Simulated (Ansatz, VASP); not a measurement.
## One calculation of Bi, two programs

```xyz
5
Lattice="-4.0994 4.0994 2.5867 4.0994 -4.0994 2.5867 4.0994 4.0994 -2.5867" Properties=species:S:1:pos:R:3 pbc="T T T"
Bi    0.0000    0.0000    1.7382
Bi    4.0994   -1.8645    1.7210
Bi    4.0994    1.8645    1.7210
Bi   -1.8645    4.0994    1.7210
Bi    1.8645    4.0994    1.7210
```

Alike in both runs: functional PBE; k mesh 4 × 4 × 4; occupations gaussian, width 0.1 eV; no spin polarisation.

Ansatz relaxed the structure, and its values are those at the end. VASP's run is a single point on that final structure, the one shown.

|  | VASP | Ansatz |
| --- | --- | --- |
| version | VASP 6.6.1 | Ansatz 0.2.0 |
| potentials or method | VASP PAW PBE potentials, release 64 (Bi_d) | scalar-relativistic, plane waves, PAW |
| plane-wave cutoff (eV) | 520 | 420 |
| valence electrons in the cell | 75 | 75 |

VASP gave:

* gap on the k mesh at the Fermi level (eV): none
* pressure (GPa): -0.3
* rms of the force components (eV/Å): 0.021

Question: Which values does Ansatz return?

Answer: gap on the k mesh at the Fermi level (eV): none; pressure (GPa): -0.2; rms of the force components (eV/Å): 0.019.

A gap of «none» marks a metal or a gap that the smearing closes.

Caveats: spin-orbit coupling is left out, which moves the levels of the heavy elements.
